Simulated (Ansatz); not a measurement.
# Pt (P-1) in Ansatz: notebook

One crystal, Pt, is run at these levels: PBE, PBE+D3(BJ), PBE+D3(BJ)-ATM, PBE+D4; tasks: relaxation of cell and atoms.

Program: Ansatz 0.2.0. These are calculated values, not measurements. Logs are shortened: lines on timing, memory, paths and dates and some standing lists are left out, and cuts for length are marked.

## (1) The cell of the first run

The typed cell holds 1 atom: a = 2.743 Å, b = 2.761 Å, c = 2.721 Å, α = 109.34°, β = 109.59°, γ = 109.30°.

This isn't the form of Pt at room conditions, which is fcc.

## (2) Relaxation of cell and atoms, PBE (cell sheared at random, sigma 0.01, atoms nudged by 0.01 Å)

File input.yaml:

```yaml
crystal:
  lattice:
    - [-1.5821724, 1.58498199, 1.58465529]
    - [1.60291519, -1.57977957, 1.60019566]
    - [1.56748235, 1.56508952, -1.57945287]
  atoms:
    - { symbol: Pt, position: [0.0, 0.0, 0.0] }
hamiltonian:
  xc: pbe
  pseudopotentials: { kind: paw }
kpoints:
  mp_grid: { grid: [12, 12, 12] }
scf:
  occupations: { method: fermi_dirac, width: 0.05 }
output:
  forces: true
  stress: true
  eigenvalues: true
relax:
  f_tol: 0.01
  max_steps: 40
  cell: { stress_tol: 0.05 }
```

Potentials or basis: Ansatz PAW.

The run is started by

```sh
> ansatz run input.yaml --threads 2 --pin off --max-ram 5632MiB --backend cpu --events-out ev --progress --plain --runs-dir out
```

Log:

```text
Warning: RAYON_NUM_THREADS=2 ignored (pool sized by the plan → 2); use --threads N
Engine: ansatz 0.2.0, aarch64-unknown-linux-gnu
Pseudopotentials: kind: paw
Pseudopotential: Pt, paw, valence charge 18, recommended cutoff 420 eV (normal), Pt.paw.azcp
Functional definition: PBE
  parameter kappa = 0.804
  parameter beta = 0.06672455060314922
  exchange = pbe_x(kappa = kappa, mu = beta*pi^2/3)
  correlation = pbe_c(beta = beta)
Crystal: 1 atoms, lattice volume = 15.902 Å³
Basis set: ecut = 420 eV, 321 PW (Γ), exchange–correlation on 40×40×40 points (8 copies of the dense FFT grid, shifted against one another)
Bands: 13, of which v1, the nominal top of the filled ones, is band 9 counted from 1 (8 counted from 0)
Symmetry: 2 space group operations
Space group: P-1 (ITA 2), of the structure as read, at distance tolerance 2.5e-5 Å
k-points: 868 of 1728
Non-local potential: Pt, projectors of the file, l = 0: 3, l = 1: 2, l = 2: 2, l = 3: 1
PAW form: soft (Blöchl's): semilocal exchange-correlation on the pseudo side does not see the compensation charge
PAW one-centre angular grid: Pt, 590 points (default); XC on 64 Gauss nodes
Initial density: superposition of atomic densities (neutral atoms: chi_scale 0, normalization atom), corrected by the library's trained network
Initial wavefunctions: pseudopotential atomic-orbital guess
Functional: x = pbe(κ = 0.804, μ = 0.2195149727645171), c = pbe(β = 0.06672455060314922)
SCF iter   1: F=—  HF=-12522.933098 eV  |F-HF|=—  |Δ(HF+E_count)|=         —  Δρ=3.40e-3  dr2=6.72e-4  ethr=1.77e-3  ⟨swp⟩=5.0  Hψ=61885  notcnv=0
preconditioner: auto → none  [metal: Δε(μ)=0.025 eV  Ē_g=13.581 eV  σ=0.050 eV  W_gap=0.12  n_scr=2 (ndim 8)  ℏωp=29.4 eV  f_vac=0.000  D(μ)=0.71/eV (n_scr^D=12)  sad-step TF]
SCF iter   2: F=—  HF=-12522.933552 eV  |F-HF|=—  |Δ(HF+E_count)|=   4.54e-4  Δρ=1.86e-3  dr2=1.43e-4  ethr=3.74e-6  ⟨swp⟩=1.8  Hψ=20832  notcnv=0
SCF iter   3: F=—  HF=-12522.933764 eV  |F-HF|=—  |Δ(HF+E_count)|=   2.12e-4  Δρ=3.94e-4  dr2=1.58e-5  ethr=7.95e-7  ⟨swp⟩=2.0  Hψ=14237  notcnv=0
SCF iter   4: F=—  HF=-12522.933764 eV  |F-HF|=—  |Δ(HF+E_count)|=   1.10e-7  Δρ=4.80e-5  dr2=9.85e-8  ethr=8.78e-8  ⟨swp⟩=2.0  Hψ=15625  notcnv=0
iter 5 did not close the SCF: its close was put off for the readings that it lacked (scf_convergence_deferred on its scf_iter line)
SCF iter   5: F=-12522.933764 eV  HF=-12522.933764 eV  |F-HF|=8.77e-9  |Δ(HF+E_count)|=   1.66e-7  Δρ=1.20e-5  dr2=1.62e-8  ethr=5.47e-10  ⟨swp⟩=2.5  Hψ=18511  notcnv=0
SCF iter   6: F=-12522.933764 eV  HF=-12522.933764 eV  |F-HF|=7.91e-10  |Δ(HF+E_count)|=   2.70e-9  Δρ=3.06e-6  dr2=1.31e-9  ethr=9.01e-11  ⟨swp⟩=2.0  Hψ=35705  notcnv=0
SCF 1 converged in 6 iterations: F = -12522.933764 eV  dr2 = 1.31e-9
relax step   1: F+E_penalty+E_count = -12522.93376386 eV  Δ(F+E_penalty+E_count) = +0.000e0 eV  max|allowed force component| = 0.000e0 eV/Å  Δτ_max = 0.0000 Å  P = -1.237 GPa  Ω = 15.902 Å³  (6 SCF iters, dr2 threshold 1.00e-7 eV, accepted)
Crystal: 1 atoms, lattice volume = 15.647 Å³
Initial density: handed on by an earlier stage of this run
Initial wavefunctions: those handed on with the density
iter 1 solved again at ethr=3.14e-6 eV; its pass at ethr=3.10e-3 eV (dr2=5.65e-4 eV) is discarded
SCF iter   1: F=—  HF=-12522.934407 eV  |F-HF|=—  |Δ(HF+E_count)|=         —  Δρ=2.98e-3  dr2=3.19e-4  ethr=3.14e-6  ⟨swp⟩=2.0  Hψ=85156  notcnv=0
preconditioner: auto → none  [metal: Δε(μ)=0.019 eV  Ē_g=13.747 eV  σ=0.050 eV  W_gap=0.10  n_scr=0 (ndim 8)  ℏωp=29.7 eV  f_vac=0.000  D(μ)=0.71/eV (n_scr^D=12)]
SCF iter   2: F=—  HF=-12522.934388 eV  |F-HF|=—  |Δ(HF+E_count)|=   1.94e-5  Δρ=1.43e-3  dr2=5.66e-5  ethr=1.77e-6  ⟨swp⟩=2.0  Hψ=15393  notcnv=0
SCF iter   3: F=—  HF=-12522.934394 eV  |F-HF|=—  |Δ(HF+E_count)|=   6.07e-6  Δρ=3.75e-4  dr2=9.74e-6  ethr=3.14e-7  ⟨swp⟩=2.2  Hψ=19156  notcnv=0
SCF iter   4: F=-12522.934392 eV  HF=-12522.934392 eV  |F-HF|=2.65e-8  |Δ(HF+E_count)|=   1.58e-6  Δρ=3.38e-5  dr2=3.86e-8  ethr=5.56e-10  ⟨swp⟩=3.2  Hψ=46039  notcnv=0
SCF 2 converged in 4 iterations: F = -12522.934392 eV  dr2 = 3.86e-8
relax step   2: F+E_penalty+E_count = -12522.93439220 eV  Δ(F+E_penalty+E_count) = -6.283e-4 eV  max|allowed force component| = 0.000e0 eV/Å  Δτ_max = 0.0000 Å  P = +2.658 GPa  Ω = 15.647 Å³  energy of the carried Pulay correction = +1.095e-4 eV  (4 SCF iters, dr2 threshold 1.00e-7 eV, accepted)
Crystal: 1 atoms, lattice volume = 15.824 Å³
iter 1 solved again at ethr=4.32e-7 eV; its pass at ethr=3.10e-3 eV (dr2=7.77e-5 eV) is discarded
SCF iter   1: F=—  HF=-12522.936736 eV  |F-HF|=—  |Δ(HF+E_count)|=         —  Δρ=1.32e-3  dr2=9.03e-5  ethr=4.32e-7  ⟨swp⟩=2.0  Hψ=82308  notcnv=0
preconditioner: auto → none  [metal: Δε(μ)=0.023 eV  Ē_g=13.637 eV  σ=0.050 eV  W_gap=0.11  n_scr=0 (ndim 8)  ℏωp=29.5 eV  f_vac=0.000  D(μ)=0.76/eV (n_scr^D=12)]
SCF iter   2: F=—  HF=-12522.936724 eV  |F-HF|=—  |Δ(HF+E_count)|=   1.20e-5  Δρ=6.29e-4  dr2=1.37e-5  ethr=4.32e-7  ⟨swp⟩=2.3  Hψ=15289  notcnv=0
SCF iter   3: F=—  HF=-12522.936725 eV  |F-HF|=—  |Δ(HF+E_count)|=   5.86e-7  Δρ=1.96e-4  dr2=2.32e-6  ethr=7.62e-8  ⟨swp⟩=2.4  Hψ=19062  notcnv=0
SCF iter   4: F=-12522.936725 eV  HF=-12522.936725 eV  |F-HF|=7.86e-9  |Δ(HF+E_count)|=   1.90e-7  Δρ=1.99e-5  dr2=1.29e-8  ethr=5.56e-10  ⟨swp⟩=3.0  Hψ=44615  notcnv=0
SCF 3 converged in 4 iterations: F = -12522.936725 eV  dr2 = 1.29e-8
[... 61 lines left out ...]
SCF iter   2: F=—  HF=-12523.022698 eV  |F-HF|=—  |Δ(HF+E_count)|=   1.86e-5  Δρ=5.76e-4  dr2=8.93e-6  ethr=2.19e-7  ⟨swp⟩=1.0  Hψ=11284  notcnv=0
SCF iter   3: F=—  HF=-12523.022706 eV  |F-HF|=—  |Δ(HF+E_count)|=   7.93e-6  Δρ=5.04e-5  dr2=2.45e-7  ethr=4.96e-8  ⟨swp⟩=2.0  Hψ=14406  notcnv=0
SCF iter   4: F=-12523.022706 eV  HF=-12523.022706 eV  |F-HF|=3.90e-8  |Δ(HF+E_count)|=   1.75e-8  Δρ=1.81e-5  dr2=4.80e-8  ethr=5.56e-10  ⟨swp⟩=5.0  Hψ=51752  notcnv=0
SCF 9 converged in 4 iterations: F = -12523.022706 eV  dr2 = 4.80e-8
relax step   9: F+E_penalty+E_count = -12523.02270584 eV  Δ(F+E_penalty+E_count) = -2.833e-4 eV  max|allowed force component| = 0.000e0 eV/Å  Δτ_max = 0.0000 Å  P = +0.009 GPa  Ω = 15.807 Å³  energy of the carried Pulay correction = +3.888e-5 eV  (4 SCF iters, dr2 threshold 1.00e-7 eV, accepted)
Initial wavefunctions: pseudopotential atomic-orbital guess (no wavefunctions were taken with the density)
iter 1 solved again at ethr=1.97e-8 eV; its pass at ethr=3.10e-3 eV (dr2=3.55e-6 eV) is discarded
SCF iter   1: F=—  HF=-12523.022864 eV  |F-HF|=—  |Δ(HF+E_count)|=         —  Δρ=4.52e-4  dr2=2.84e-6  ethr=1.97e-8  ⟨swp⟩=2.9  Hψ=90883  notcnv=0
preconditioner: auto → none  [metal: Δε(μ)=0.013 eV  Ē_g=13.780 eV  σ=0.050 eV  W_gap=0.07  n_scr=4 (ndim 8)  ℏωp=29.5 eV  f_vac=0.000  D(μ)=1.28/eV (n_scr^D=16)]
SCF iter   2: F=—  HF=-12523.022889 eV  |F-HF|=—  |Δ(HF+E_count)|=   2.49e-5  Δρ=2.12e-4  dr2=5.30e-7  ethr=1.58e-8  ⟨swp⟩=1.0  Hψ=11455  notcnv=0
SCF iter   3: F=—  HF=-12523.022897 eV  |F-HF|=—  |Δ(HF+E_count)|=   8.52e-6  Δρ=2.84e-5  dr2=1.35e-8  ethr=2.94e-9  ⟨swp⟩=2.4  Hψ=15013  notcnv=0
SCF iter   4: F=—  HF=-12523.022898 eV  |F-HF|=—  |Δ(HF+E_count)|=   1.53e-7  Δρ=5.27e-6  dr2=2.60e-9  ethr=7.48e-11  ⟨swp⟩=2.3  Hψ=17558  notcnv=0
SCF iter   5: F=—  HF=-12523.022898 eV  |F-HF|=—  |Δ(HF+E_count)|=  4.07e-10  Δρ=1.51e-6  dr2=1.38e-10  ethr=1.44e-11  ⟨swp⟩=2.2  Hψ=16405  notcnv=0
SCF iter   6: F=-12523.022898 eV  HF=-12523.022898 eV  |F-HF|=7.28e-12  |Δ(HF+E_count)|=  1.42e-10  Δρ=1.69e-7  dr2=1.86e-12  ethr=1.00e-12  ⟨swp⟩=3.2  Hψ=48694  notcnv=0
SCF 10 converged in 6 iterations: F = -12523.022898 eV  dr2 = 1.86e-12
relax step  10: F+E_penalty+E_count = -12523.02289761 eV  Δ(F+E_penalty+E_count) = -1.918e-4 eV  max|allowed force component| = 0.000e0 eV/Å  Δτ_max = 0.0000 Å  P = +0.082 GPa  Ω = 15.807 Å³  stress off target by 1.42e-1 GPa  SCF on the basis re-selected at this cell (its energy is not comparable with the rows above)  (6 SCF iters)
basis re-selected at this cell: Δ(F+E_penalty+E_count) = -1.918e-4 eV, ΔP = +0.073 GPa vs the last step (what re-selecting the basis moved, of the pressure what is left beyond the Pulay correction that the steps carried, after the strain that the cell walked since its last selection, with what the two solves' SCF thresholds leave and, on support functions, any second-order correction that the steps lacked; it is no measure of the basis error at this ecutwfc). This SCF's stress stands 1.42e-1 GPa from its target on what of the cell is left free (relax.cell.stress_tol is 5.00e-2 GPa) and its largest allowed force component is 0.00e0 eV/Å (relax.f_tol is 1.00e-2 eV/Å): not within both, so this SCF does not close the relaxation
Crystal: 1 atoms, lattice volume = 15.812 Å³
iter 1 solved again at ethr=1.40e-8 eV; its pass at ethr=3.10e-3 eV (dr2=2.52e-6 eV) is discarded
SCF iter   1: F=—  HF=-12523.022900 eV  |F-HF|=—  |Δ(HF+E_count)|=         —  Δρ=1.07e-4  dr2=4.09e-7  ethr=1.40e-8  ⟨swp⟩=3.3  Hψ=76985  notcnv=0
preconditioner: auto → none  [metal: Δε(μ)=0.015 eV  Ē_g=13.777 eV  σ=0.050 eV  W_gap=0.07  n_scr=4 (ndim 8)  ℏωp=29.5 eV  f_vac=0.000  D(μ)=1.28/eV (n_scr^D=16)]
SCF iter   2: F=—  HF=-12523.022900 eV  |F-HF|=—  |Δ(HF+E_count)|=   6.74e-7  Δρ=5.24e-5  dr2=7.83e-8  ethr=2.27e-9  ⟨swp⟩=1.2  Hψ=11925  notcnv=0
SCF iter   3: F=-12523.022900 eV  HF=-12523.022900 eV  |F-HF|=7.29e-9  |Δ(HF+E_count)|=   5.39e-8  Δρ=1.19e-5  dr2=1.29e-8  ethr=2.82e-10  ⟨swp⟩=4.6  Hψ=42349  notcnv=0
SCF 11 converged in 3 iterations: F = -12523.022900 eV  dr2 = 1.29e-8
relax step  11: F+E_penalty+E_count = -12523.02290028 eV  Δ(F+E_penalty+E_count) = -2.669e-6 eV  max|allowed force component| = 0.000e0 eV/Å  Δτ_max = 0.0000 Å  P = +0.014 GPa  Ω = 15.812 Å³  energy of the carried Pulay correction = -2.030e-6 eV  (3 SCF iters, dr2 threshold 5.07e-8 eV, accepted)
iter 1 solved again at ethr=1.00e-8 eV; its pass at ethr=3.10e-3 eV (dr2=1.80e-6 eV) is discarded
SCF iter   1: F=—  HF=-12523.022904 eV  |F-HF|=—  |Δ(HF+E_count)|=         —  Δρ=1.15e-5  dr2=1.27e-8  ethr=1.00e-8  ⟨swp⟩=3.0  Hψ=92260  notcnv=0
preconditioner: auto → none  [metal: Δε(μ)=0.015 eV  Ē_g=13.777 eV  σ=0.050 eV  W_gap=0.08  n_scr=4 (ndim 8)  ℏωp=29.5 eV  f_vac=0.000  D(μ)=1.28/eV (n_scr^D=16)]
SCF iter   2: F=—  HF=-12523.022905 eV  |F-HF|=—  |Δ(HF+E_count)|=   5.80e-7  Δρ=4.60e-6  dr2=1.02e-9  ethr=7.04e-11  ⟨swp⟩=2.2  Hψ=17055  notcnv=0
SCF iter   3: F=—  HF=-12523.022905 eV  |F-HF|=—  |Δ(HF+E_count)|=  2.04e-10  Δρ=2.50e-6  dr2=1.67e-10  ethr=5.68e-12  ⟨swp⟩=2.5  Hψ=17015  notcnv=0
SCF iter   4: F=-12523.022905 eV  HF=-12523.022905 eV  |F-HF|=7.28e-12  |Δ(HF+E_count)|=  2.22e-10  Δρ=2.94e-7  dr2=3.40e-12  ethr=1.00e-12  ⟨swp⟩=3.8  Hψ=48531  notcnv=0
SCF 12 converged in 4 iterations: F = -12523.022905 eV  dr2 = 3.40e-12
relax step  12: F+E_penalty+E_count = -12523.02290455 eV  Δ(F+E_penalty+E_count) = -4.262e-6 eV  max|allowed force component| = 0.000e0 eV/Å  Δτ_max = 0.0000 Å  P = +0.014 GPa  Ω = 15.812 Å³  stress off target by 1.99e-2 GPa  SCF on the basis re-selected at this cell (its energy is not comparable with the rows above)  (4 SCF iters)
basis re-selected at this cell: Δ(F+E_penalty+E_count) = -4.262e-6 eV, ΔP = +0.000 GPa vs the last step (what re-selecting the basis moved, of the pressure what is left beyond the Pulay correction that the steps carried, after the strain that the cell walked since its last selection, with what the two solves' SCF thresholds leave and, on support functions, any second-order correction that the steps lacked; it is no measure of the basis error at this ecutwfc). This SCF's stress stands 1.99e-2 GPa from its target on what of the cell is left free (relax.cell.stress_tol is 5.00e-2 GPa) and its largest allowed force component is 0.00e0 eV/Å (relax.f_tol is 1.00e-2 eV/Å): within both
SCF converged after 4 iterations
Free energy (F): -12523.022905 eV
Harris-Foulkes:  -12523.022905 eV  (|F-HF|=7.28e-12)
Internal energy: -12523.012832 eV  (E = F + TS)
E sigma→0 (E₀):  -12523.017868 eV
Entropy (-TS):   -0.010072 eV (-10.072 meV/atom)
Fermi energy:    21.967182 eV
--- Per-component energies (eV) ---
  E_band       = -151.221566
  E_kinetic    = 637.066793
  E_local      = -1533.479492  (includes V_loc(G=0)·N_el)
  E_nonlocal   = 199.653284
  E_hartree    = 568.312621
  E_xc         = -261.657626
  E_vxc        = -302.670549  (∫ρ·V_xc dr)
  E_paw        = -9453.909359  (= ΣΔE_a)
  E_vpaw       = -288.417035  (= ΣTr[D̂ρ^β])
  E_aug_tail   = 0.000201  (compensation charges beyond the density's cutoff)
  E_ewald      = -2678.999252
  E_smearing   = -0.010072  (= −TS)
  E_closure    = -0.000000  (closes the sum)
  Σ components = -12523.022905   (vs F -12523.022905, Δ=0.00e0)
--- Forces (eV/Å), atoms counted from 1 ---
  atom   1  Pt     0.00000000     0.00000000     0.00000000
  max |Σ_I F_I| component: 0.00e0 eV/Å
--- Stress (GPa, compression-positive) ---
        0.019267      -0.000151      -0.001726
       -0.000151       0.007616       0.000022
       -0.001726       0.000022       0.014766
  P = ⅓ Tr σ = 0.0139 GPa (0.139 kbar)
--- Band table (eV; the first three rows and the last of 868) ---
  k-point 0: bands = ["-76.4308", "-30.5030", "-30.4025", "-30.4024", "12.2492", "17.2257", "18.8614", "19.2522", "19.2530", "21.5528", "37.4655", "37.4672", "42.5515"]
  k-point 1: bands = ["-76.4283", "-30.5297", "-30.4120", "-30.4116", "12.5661", "17.3215", "18.9167", "19.1991", "19.2228", "21.4183", "37.8295", "37.9406", "41.8290"]
  k-point 2: bands = ["-76.4216", "-30.6089", "-30.4363", "-30.4312", "13.4537", "17.4012", "18.6468", "19.3041", "19.6378", "21.1208", "38.3411", "39.2140", "39.9798"]
  k-point 867: bands = ["-76.3850", "-30.7265", "-30.7263", "-30.6788", "15.3678", "15.6770", "22.1359", "22.1362", "22.6505", "27.3818", "27.3853", "33.3061", "34.3493"]
--- Relaxed structure (10 steps of the walk, 10 accepted, 2 SCFs on fresh bases) ---
  F+E_penalty+E_count = -12523.02290455 eV   max|allowed force component| = 0.000e0 eV/Å   (the final SCF, on the basis selected at the relaxed cell)
  cell:  # Å, volume = 15.8120 Å³
    - [-1.7002648076668019, 1.367139061654522, 1.7000503460949206]
    - [1.7002854645235153, -1.3677480716257315, 1.6995843518084992]
    - [1.6988917507468932, 1.3694592117021254, -1.699560795217424]
  atoms:
    - { symbol: Pt, position: [0.0, 0.0, 0.0] }
```

Wall time 58 s (2 threads of Arm Neoverse V2, shared host); peak memory 0.47 GiB.

Results:

* Free energy: -12523.0229 eV
* Relaxed volume: 15.81 Å³/atom
* Relaxed cell: a = 2.766 Å, b = 2.766 Å, c = 2.766 Å, α = 104.17°, β = 120.70°, γ = 104.16°
* Space group after relaxing (to 0.05 Å): I4/mmm (No. 139)
* Energy gained by relaxing: 89.1 meV/atom
* Ionic steps: 12
* Pressure after relaxing: 0.0 GPa
* Band gap on the k mesh: none (metal or under the smearing width)

The path:
| step | energy change (eV) | largest force (eV/Å) | volume (Å³) |
| --- | --- | --- | --- |
| 1 | 0.0000 | 0.0000 | 15.90 |
| 2 | -0.0006 | 0.0000 | 15.65 |
| 3 | -0.0030 | 0.0000 | 15.82 |
| 4 | -0.0275 | 0.0000 | 15.88 |
| 5 | -0.0728 | 0.0000 | 15.82 |
| 6 | -0.0846 | 0.0000 | 15.83 |
| 7 | -0.0867 | 0.0000 | 15.83 |
| 8 | -0.0887 | 0.0000 | 15.80 |
| 9 | -0.0889 | 0.0000 | 15.81 |
| 10 | -0.0891 | 0.0000 | 15.81 |
| 11 | -0.0891 | 0.0000 | 15.81 |
| 12 | -0.0891 | 0.0000 | 15.81 |

Final structure:
```
Pt
1.0
    -1.70026    1.36714    1.70005
     1.70029   -1.36775    1.69958
     1.69889    1.36946   -1.69956
Pt
1
Direct
  0.00000 0.00000 0.00000
```

Caveat: the plane-wave basis is chosen anew once the cell has moved, so the energies of steps on either side of that aren't comparable. Spin-orbit coupling is left out, which matters for the levels of Pt.

## (3) Relaxation of cell and atoms, PBE+D3(BJ) (cell sheared at random, sigma 0.01, atoms nudged by 0.01 Å)

Changes to input.yaml since step 2:

```diff
@@ -10,2 +10,3 @@
   pseudopotentials: { kind: paw }
+  dispersion: d3bj
 kpoints:
```

Potentials or basis: Ansatz PAW.

The run is started by

```sh
> ansatz run input.yaml --threads 2 --pin off --max-ram 5632MiB --backend cpu --events-out ev --progress --plain --runs-dir out
```

Run time: 71 s. Hardware: 2 threads of Arm Neoverse V2, shared host; peak memory 0.47 GiB.

It converged, with:

```
Free energy                            : -12523.7775 eV
Relaxed volume                         : 15.32 Å³/atom
Relaxed cell                           : a = 2.736 Å, b = 2.736 Å, c = 2.736 Å, α = 104.27°, β = 120.47°, γ = 104.27°
Space group after relaxing (to 0.05 Å) : I4/mmm (No. 139)
Energy gained by relaxing              : 107.2 meV/atom
Ionic steps                            : 13
Pressure after relaxing                : 0.0 GPa
Band gap on the k mesh                 : none (metal or under the smearing width)
```

The path:
```tsv
step	energy change (eV)	largest force (eV/Å)	volume (Å³)
1	0.0000	0.0000	15.90
2	-0.0193	0.0000	15.40
3	-0.0259	0.0000	15.19
4	-0.0522	0.0000	15.14
5	-0.0967	0.0000	15.15
6	-0.1046	0.0000	15.28
7	-0.1057	0.0000	15.29
8	-0.1071	0.0000	15.30
9	-0.1074	0.0000	15.31
10	-0.1074	0.0000	15.32
11	-0.1072	0.0000	15.32
12	-0.1072	0.0000	15.32
13	-0.1072	0.0000	15.32
```

Final structure:
```
Pt
1.0
    -1.67991    1.35698    1.67949
     1.67989   -1.35757    1.67900
     1.67858    1.35923   -1.67901
Pt
1
Cartesian
  0.0000 0.0000 0.0000
```

Levels at points of the mesh, in eV from the Fermi level:
```tsv
k point	band 5	band 6	band 7	band 8	band 9	band 10	band 11	band 12	band 13
(0.00, 0.00, 0.00)	-10.06	-4.97	-3.22	-2.89	-2.89	-0.44	15.52	15.52	20.54
(0.00, 0.00, -0.50)	-7.04	-5.91	-1.65	0.34	0.57	0.64	7.29	12.51	14.28
(0.00, -0.50, 0.00)	-7.42	-3.72	-3.33	-1.60	-0.89	0.58	5.13	14.87	19.69
(0.00, -0.50, -0.50)	-7.04	-5.91	-1.65	0.34	0.57	0.64	7.29	12.51	14.28
(-0.50, 0.00, 0.00)	-7.04	-5.91	-1.65	0.34	0.57	0.64	7.29	12.51	14.28
(-0.50, 0.00, -0.50)	-7.42	-3.72	-3.33	-1.60	-0.89	0.58	5.13	14.87	19.69
(-0.50, -0.50, 0.00)	-7.04	-5.91	-1.65	0.34	0.57	0.64	7.29	12.51	14.28
(-0.50, -0.50, -0.50)	-6.92	-6.63	0.18	0.18	0.72	5.48	5.48	11.83	12.39
```

Caveat: the plane-wave basis is chosen anew once the cell has moved, so the energies of steps on either side of that aren't comparable; pairwise dispersion overbinds metals, which lowers pressure and volume. Spin-orbit coupling is left out, which matters for the levels of Pt.

[end of part 1 of 2]
